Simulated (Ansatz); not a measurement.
# CuO (Tenorite) (Cc) in Ansatz: further runs

The runs below take CuO (Tenorite) through single point, equation of state, with LDA.

All numbers are computed with Ansatz 0.2.0; they aren't measurements. Logs are shortened: lines on timing, memory, paths and dates and some standing lists are left out, and cuts for length are marked.

## (1) The structure

The structure is monoclinic, space group Cc (No. 9). Conventional cell: a = 4.689 Å, b = 3.427 Å, c = 5.132 Å, α = 90.00°, β = 99.65°, γ = 90.00°. Cu (site symmetry 1) has 4 O at 1.91 to 2.02 Å as nearest neighbours. O (site symmetry 1) is surrounded by 4 Cu at 1.91 to 2.02 Å.

## (2) Single point, LDA, 9.55 Å³/atom (volume scaled by 0.94)

Input file input.yaml:

```yaml
crystal:
  lattice:
    - [2.2967865698, -1.6784228387, 0.0]
    - [2.2967865698, 1.6784228387, 0.0]
    - [-0.8429870921, 0.0, 4.9561536082]
  atoms:
    - { symbol: Cu, position: [0.4968, 0.0032, 0.5] }
    - { symbol: Cu, position: [0.0032, 0.4968, 0.0] }
    - { symbol: O, position: [0.4056, 0.5714, 0.7537] }
    - { symbol: O, position: [0.5714, 0.4056, 0.2537] }
kpoints:
  mp_grid: { grid: [10, 10, 5] }
scf:
  occupations: { method: fermi_dirac, width: 0.05 }
hamiltonian:
  xc: lda
  pseudopotentials: { kind: all_electron, lapw: { basis_error: 0.002 } }
output:
  forces: true
  stress: true
  eigenvalues: true
```

Potentials or basis: all-electron LAPW, scalar-relativistic.

Command:

```console
$ ansatz run input.yaml --threads 2 --pin off --max-ram 6144MiB --backend cpu --events-out ev --progress --plain --runs-dir out
```

The program printed:

```text
Warning: RAYON_NUM_THREADS=2 ignored (pool sized by the plan → 2); use --threads N
LAPW: plane waves up to 10.813 Å⁻¹, error target 2.0e-3 eV per atom; small_component_spin mean_spin; O in spheres of 0.834 Å, 8 of its electrons in bands, Dirac shells []; Cu in spheres of 1.035 Å, 19 of its electrons in bands, Dirac shells [] (how accurate: hamiltonian.pseudopotentials.lapw.basis_error, Limitations)
Engine: ansatz 0.2.0, x86_64-unknown-linux-gnu
Pseudopotentials: kind: all_electron
Pseudopotential: Cu, LAPW, valence charge 19, lapw/all_electron/scalar/gaussian/Cu, Koelling and Harmon's equation, gaussian nucleus
Pseudopotential: O, LAPW, valence charge 8, lapw/all_electron/scalar/gaussian/O, Koelling and Harmon's equation, gaussian nucleus
Functional definition: SPW92
  exchange = slater_x
  correlation = pw_c
Crystal: 4 atoms, lattice volume = 38.212 Å³
Basis set: ecut = 445.4384353378208 eV, 817 PW (Γ), exchange–correlation at level 2
Bands: 33, of which v1, the nominal top of the filled ones, is band 27 counted from 1 (26 counted from 0)
Symmetry: 2 space group operations
Space group: Cc (ITA 9), of the structure as read, at distance tolerance 3.4e-5 Å
k-points: 141 of 500 (time reversal used)
Non-local potential: Cu, projectors of the file, none
Non-local potential: O, projectors of the file, none
Initial density: superposition of atomic densities (chi_scale 0.1, normalization cell, long waves kept (reshape's long-wave potential 0.00 eV rms))
Initial wavefunctions: plane waves of lowest kinetic energy (no species holds an atomic orbital)
Functional: x = slater, c = lda
iter 1 solved again at ethr=2.19e-2 eV; its pass at ethr=1.00e-1 eV (dr2=1.18e1 eV) is discarded
SCF iter   1: F=—  HF=-94005.512054 eV  |F-HF|=—  |Δ(HF+E_count)|=         —  Δρ=1.70e-1  dr2=1.19e1  ethr=2.19e-2  ⟨swp⟩=2.0  Hψ=30393  notcnv=0
preconditioner: auto → Kerker (q_TF=auto, 2.890 Å⁻¹)  [metal: Δε(μ)=0.002 eV  Ē_g=12.328 eV  σ=0.050 eV  W_gap=0.01  n_scr=20 (ndim 8)  ℏωp=35.0 eV  f_vac=0.000  D(μ)=3.62/eV (n_scr^D=42)]
SCF iter   2: F=—  HF=-94005.634392 eV  |F-HF|=—  |Δ(HF+E_count)|=   1.22e-1  Δρ=8.84e-2  dr2=2.37e0  ethr=2.19e-2  ⟨swp⟩=2.9  Hψ=14255  notcnv=0
SCF iter   3: F=—  HF=-93999.798051 eV  |F-HF|=—  |Δ(HF+E_count)|=    5.84e0  Δρ=3.57e-2  dr2=6.15e-1  ethr=4.39e-3  ⟨swp⟩=3.0  Hψ=15296  notcnv=0
SCF iter   4: F=—  HF=-93999.610233 eV  |F-HF|=—  |Δ(HF+E_count)|=         —  Δρ=1.61e-2  dr2=1.31e-1  ethr=1.14e-3  ⟨swp⟩=2.0  Hψ=14241  notcnv=0
the basis was enlarged: its passes take 336.4 KiB over the memory plan, 2 of 2 planned eigensolver slots
iter 5 solved again at ethr=8.89e-6 eV; its pass at ethr=2.42e-4 eV (dr2=4.80e-3 eV) is discarded
SCF iter   5: F=—  HF=-93999.574542 eV  |F-HF|=—  |Δ(HF+E_count)|=   3.57e-2  Δρ=4.34e-3  dr2=4.80e-3  ethr=8.89e-6  ⟨swp⟩=2.0  Hψ=23772  notcnv=0
SCF iter   6: F=—  HF=-93999.571232 eV  |F-HF|=—  |Δ(HF+E_count)|=   3.31e-3  Δρ=1.39e-3  dr2=4.53e-4  ethr=8.88e-6  ⟨swp⟩=2.0  Hψ=13479  notcnv=0
SCF iter   7: F=—  HF=-93999.571119 eV  |F-HF|=—  |Δ(HF+E_count)|=   1.13e-4  Δρ=4.27e-4  dr2=8.62e-5  ethr=8.40e-7  ⟨swp⟩=2.0  Hψ=13479  notcnv=0
SCF iter   8: F=—  HF=-93999.571097 eV  |F-HF|=—  |Δ(HF+E_count)|=   2.20e-5  Δρ=1.31e-4  dr2=6.67e-6  ethr=1.60e-7  ⟨swp⟩=2.0  Hψ=13481  notcnv=0
SCF iter   9: F=—  HF=-93999.571095 eV  |F-HF|=—  |Δ(HF+E_count)|=   2.62e-6  Δρ=5.00e-5  dr2=1.04e-6  ethr=1.23e-8  ⟨swp⟩=2.0  Hψ=13479  notcnv=0
SCF iter  10: F=-93999.571094 eV  HF=-93999.571094 eV  |F-HF|=4.67e-8  |Δ(HF+E_count)|=   3.47e-7  Δρ=1.03e-5  dr2=3.49e-8  ethr=1.93e-9  ⟨swp⟩=2.0  Hψ=13479  notcnv=0
SCF 1 converged in 10 iterations: F = -93999.571094 eV  dr2 = 3.49e-8
SCF converged after 10 iterations
Free energy (F): -93999.571094 eV
Harris-Foulkes:  -93999.571094 eV  (|F-HF|=4.67e-8)
Internal energy: -93999.552851 eV  (E = F + TS)
E sigma→0 (E₀):  -93999.561972 eV
Entropy (-TS):   -0.018244 eV (-4.561 meV/atom)
Fermi energy:    12.953042 eV
--- Per-component energies (eV) ---
  E_band       = -2783.595607
  E_kinetic    = 95495.290108
  E_xc         = -3978.266120
  E_electrostatic = -185516.576838  (all electrons and nuclei)
  E_smearing   = -0.018244  (= −TS)
  E_closure    = 0.000000  (closes the sum)
  E_atoms      = -93976.276714  (free atoms, spherical and without spin; not in F)
  Σ components = -93999.571094   (vs F -93999.571094, Δ=0.00e0)
  Basis errors (estimates in eV, not in F): energy 8.5e-4 per atom: plane waves 7.9e-4 (4.7e-4 summed), levels above the bands 1.4e-110, relativity 1.0e-8, radial functions 6.1e-5, core shells 2.3e-8; eigenvalues (radial functions only) 1.4e-5; not estimated: angular momenta, meshes, grids; target (lapw.basis_error) 2.0e-3; muffin-tin radii O 0.834 Å, Cu 1.035 Å
--- Forces (eV/Å), atoms counted from 1 ---
  atom   1  Cu    -0.71974081    -0.40491023     0.28100059
  atom   2  Cu    -0.71974081     0.40491023     0.28100059
  atom   3  O      0.71974346    -0.31314898    -0.28099627
  atom   4  O      0.71974346     0.31314898    -0.28099627
  max |Σ_I F_I| component: 8.64e-6 eV/Å
--- Stress (GPa, compression-positive) ---
        1.874874      -0.000000      -2.094530
       -0.000000       3.213056      -0.000000
       -2.094530      -0.000000       1.670599
  P = ⅓ Tr σ = 2.2528 GPa (22.528 kbar)
--- Band table (eV; the first three rows and the last of 141) ---
  k-point 0: bands = ["-489.9566", "-489.9566", "-98.9961", "-98.9951", "-56.9658", "-56.9654", "-56.9381", "-56.9253", "-56.5578", "-56.5571", "-7.3254", "-5.7538", "4.0791", "6.8721", "7.2595", "9.2107", "9.3291", "9.4066", "9.5663", "9.9247", "10.0090", "10.1821", "10.4058", "10.5368", "10.6224", "11.1876", "13.1830", "13.9307", "14.8659", "18.9397", "21.3340", "26.3293", "28.7836"]
  k-point 1: bands = ["-489.9566", "-489.9566", "-98.9960", "-98.9952", "-56.9657", "-56.9654", "-56.9369", "-56.9266", "-56.5577", "-56.5572", "-7.2018", "-5.9401", "4.4968", "6.9644", "7.2844", "8.5609", "8.9671", "9.0573", "9.6879", "9.8444", "10.2027", "10.2544", "10.4744", "10.6842", "10.9445", "11.0736", "13.1326", "13.7672", "15.3948", "18.4768", "22.0963", "26.3647", "28.2529"]
  k-point 2: bands = ["-489.9566", "-489.9566", "-98.9958", "-98.9955", "-56.9656", "-56.9655", "-56.9337", "-56.9298", "-56.5576", "-56.5573", "-6.8578", "-6.3816", "5.6019", "6.9837", "7.2038", "7.4969", "8.5244", "8.5671", "9.8554", "9.9443", "10.2972", "10.3551", "10.4435", "10.6777", "11.2131", "11.3458", "13.0845", "13.3731", "16.4862", "17.5737", "23.7579", "25.6654", "27.2387"]
  k-point 140: bands = ["-489.9566", "-489.9566", "-98.9937", "-98.9935", "-56.9847", "-56.9830", "-56.9313", "-56.9289", "-56.5692", "-56.5680", "-5.6743", "-5.5627", "5.4874", "6.0324", "6.7443", "6.8337", "7.2974", "7.7046", "9.8072", "10.1384", "10.5216", "10.5481", "11.0566", "11.0711", "11.5007", "11.6219", "12.2369", "12.9260", "17.3835", "18.6112", "21.7260", "22.5099", "25.8627"]
```

Run time: 83 s. Hardware: 2 threads of AMD EPYC 7R43 (Zen 3), shared host; peak memory 0.8 GiB.

What came out:

```
Free energy            : -93999.5711 eV
Pressure               : 2.3 GPa
Largest force          : 0.872 eV/Å
Band gap on the k mesh : none (metal or under the smearing width)
```

Caveat: the run has no spin polarisation, though such a crystal can be magnetic; semilocal functionals often make such compounds metallic where correlation or magnetic order opens a gap, which also shifts bond lengths.

## (3) Single point, LDA, 9.76 Å³/atom (volume scaled by 0.96)

Edit input.yaml of step 2 so:

```diff
@@ -2,5 +2,5 @@
   lattice:
-    - [2.2967865698, -1.6784228387, 0.0]
-    - [2.2967865698, 1.6784228387, 0.0]
-    - [-0.8429870921, 0.0, 4.9561536082]
+    - [2.312961656, -1.6902431073, 0.0]
+    - [2.312961656, 1.6902431073, 0.0]
+    - [-0.8489238166, 0.0, 4.9910572484]
   atoms:
```

Potentials or basis: all-electron LAPW, scalar-relativistic.

Command:

```console
$ ansatz run input.yaml --threads 2 --pin off --max-ram 6144MiB --backend cpu --events-out ev --progress --plain --runs-dir out
```

Run time: 83 s. Hardware: 2 threads of AMD EPYC 7R43 (Zen 3), shared host; peak memory 0.73 GiB.

The run converged. Its results:

| Property | Result |
| --- | --- |
| Free energy | -93999.5712 eV |
| Pressure | -2.1 GPa |
| Largest force | 0.811 eV/Å |
| Band gap on the k mesh | none (metal or under the smearing width) |

Caveat: the run has no spin polarisation, though such a crystal can be magnetic; semilocal functionals often make such compounds metallic where correlation or magnetic order opens a gap, which also shifts bond lengths.

## (4) Single point, LDA, 9.96 Å³/atom (volume scaled by 0.98)

Edit input.yaml of step 3 so:

```diff
@@ -2,5 +2,5 @@
   lattice:
-    - [2.312961656, -1.6902431073, 0.0]
-    - [2.312961656, 1.6902431073, 0.0]
-    - [-0.8489238166, 0.0, 4.9910572484]
+    - [2.3289136198, -1.7019003246, 0.0]
+    - [2.3289136198, 1.7019003246, 0.0]
+    - [-0.8547786486, 0.0, 5.0254794206]
   atoms:
```

Command:

```console
$ ansatz run input.yaml --threads 2 --pin off --max-ram 6144MiB --backend cpu --events-out ev --progress --plain --runs-dir out
```

Wall time 81 s (2 threads of AMD EPYC 7R43 (Zen 3), shared host); peak memory 0.74 GiB.

Results (log left out):

```
Free energy            : -93999.5505 eV
Pressure               : -6.0 GPa
Largest force          : 0.797 eV/Å
Band gap on the k mesh : none (metal or under the smearing width)
```

Caveat: the run has no spin polarisation, though such a crystal can be magnetic; semilocal functionals often make such compounds metallic where correlation or magnetic order opens a gap, which also shifts bond lengths.

## (5) Single point, LDA, 10.16 Å³/atom

Edit input.yaml of step 4 so:

```diff
@@ -2,5 +2,5 @@
   lattice:
-    - [2.3289136198, -1.7019003246, 0.0]
-    - [2.3289136198, 1.7019003246, 0.0]
-    - [-0.8547786486, 0.0, 5.0254794206]
+    - [2.34465, -1.7134, 0.0]
+    - [2.34465, 1.7134, 0.0]
+    - [-0.8605543552, 0.0, 5.0594363927]
   atoms:
```

Command:

```console
$ ansatz run input.yaml --threads 2 --pin off --max-ram 6144MiB --backend cpu --events-out ev --progress --plain --runs-dir out
```

Wall time 1.7 min (2 threads of AMD EPYC 7R43 (Zen 3), shared host); peak memory 0.74 GiB.

The run converged. Its results:

* Free energy: -93999.5112 eV
* Pressure: -9.4 GPa
* Largest force: 0.792 eV/Å
* Band gap on the k mesh: none (metal or under the smearing width)

Caveat: the run has no spin polarisation, though such a crystal can be magnetic; semilocal functionals often make such compounds metallic where correlation or magnetic order opens a gap, which also shifts bond lengths.

## (6) Single point, LDA, 10.37 Å³/atom (volume scaled by 1.02)

Edit input.yaml of step 5 so:

```diff
@@ -2,5 +2,5 @@
   lattice:
-    - [2.34465, -1.7134, 0.0]
-    - [2.34465, 1.7134, 0.0]
-    - [-0.8605543552, 0.0, 5.0594363927]
+    - [2.360177936, -1.7247473506, 0.0]
+    - [2.360177936, 1.7247473506, 0.0]
+    - [-0.8662535568, 0.0, 5.0929435705]
   atoms:
```

Potentials or basis: all-electron LAPW, scalar-relativistic.

Command:

```console
$ ansatz run input.yaml --threads 2 --pin off --max-ram 6144MiB --backend cpu --events-out ev --progress --plain --runs-dir out
```

Wall time 100 s (2 threads of AMD EPYC 7R43 (Zen 3), shared host); peak memory 0.71 GiB.

Results (log left out):

* Free energy: -93999.4555 eV
* Pressure: -12.5 GPa
* Largest force: 0.793 eV/Å
* Band gap on the k mesh: none (metal or under the smearing width)

Caveat: the run has no spin polarisation, though such a crystal can be magnetic; semilocal functionals often make such compounds metallic where correlation or magnetic order opens a gap, which also shifts bond lengths.

## (7) Single point, LDA, 10.57 Å³/atom (volume scaled by 1.04)

Edit input.yaml of step 6 so:

```diff
@@ -2,5 +2,5 @@
   lattice:
-    - [2.360177936, -1.7247473506, 0.0]
-    - [2.360177936, 1.7247473506, 0.0]
-    - [-0.8662535568, 0.0, 5.0929435705]
+    - [2.3755041962, -1.7359473225, 0.0]
+    - [2.3755041962, 1.7359473225, 0.0]
+    - [-0.8718787375, 0.0, 5.1260155593]
   atoms:
```

Command:

```console
$ ansatz run input.yaml --threads 2 --pin off --max-ram 6144MiB --backend cpu --events-out ev --progress --plain --runs-dir out
```

Run time: 1.8 min. Hardware: 2 threads of AMD EPYC 7R43 (Zen 3), shared host; peak memory 0.74 GiB.

Results (log left out):

* Free energy: -93999.3852 eV
* Pressure: -15.2 GPa
* Largest force: 0.799 eV/Å
* Band gap on the k mesh: none (metal or under the smearing width)

Caveat: the run has no spin polarisation, though such a crystal can be magnetic; semilocal functionals often make such compounds metallic where correlation or magnetic order opens a gap, which also shifts bond lengths.

## (8) Single point, LDA, 10.77 Å³/atom (volume scaled by 1.06)

Edit input.yaml of step 7 so:

```diff
@@ -2,5 +2,5 @@
   lattice:
-    - [2.3755041962, -1.7359473225, 0.0]
-    - [2.3755041962, 1.7359473225, 0.0]
-    - [-0.8718787375, 0.0, 5.1260155593]
+    - [2.3906352041, -1.7470046099, 0.0]
+    - [2.3906352041, 1.7470046099, 0.0]
+    - [-0.877432255, 0.0, 5.1586662202]
   atoms:
```

Command:

```console
$ ansatz run input.yaml --threads 2 --pin off --max-ram 6144MiB --backend cpu --events-out ev --progress --plain --runs-dir out
```

It took 2 min on 2 threads of AMD EPYC 7R43 (Zen 3), shared host; peak memory 0.75 GiB.

Results (log left out):

| Property | Result |
| --- | --- |
| Free energy | -93999.3019 eV |
| Pressure | -17.6 GPa |
| Largest force | 0.809 eV/Å |
| Band gap on the k mesh | none (metal or under the smearing width) |

Caveat: the run has no spin polarisation, though such a crystal can be magnetic; semilocal functionals often make such compounds metallic where correlation or magnetic order opens a gap, which also shifts bond lengths.

## (9) Equation of state, LDA

Potentials or basis: all-electron LAPW, scalar-relativistic.

No new run: the results of the series are fitted here.

What came out:

- Equilibrium volume: 9.65 Å³/atom
- Bulk modulus at fixed shape and positions: 207 GPa
- Pressure derivative of the bulk modulus: 4.7

Energy against volume, from the lowest point:
| volume (Å³/atom) | energy (meV/atom) |
| --- | --- |
| 9.553 | 0.03 |
| 9.756 | 0.00 |
| 9.959 | 5.19 |
| 10.163 | 15.01 |
| 10.366 | 28.94 |
| 10.569 | 46.52 |
| 10.772 | 67.32 |

Caveat: the cell was scaled at fixed shape and fractional positions, which overstates the stiffness of a crystal with free parameters, most of all of layers and chains; the run has no spin polarisation, though such a crystal can be magnetic.
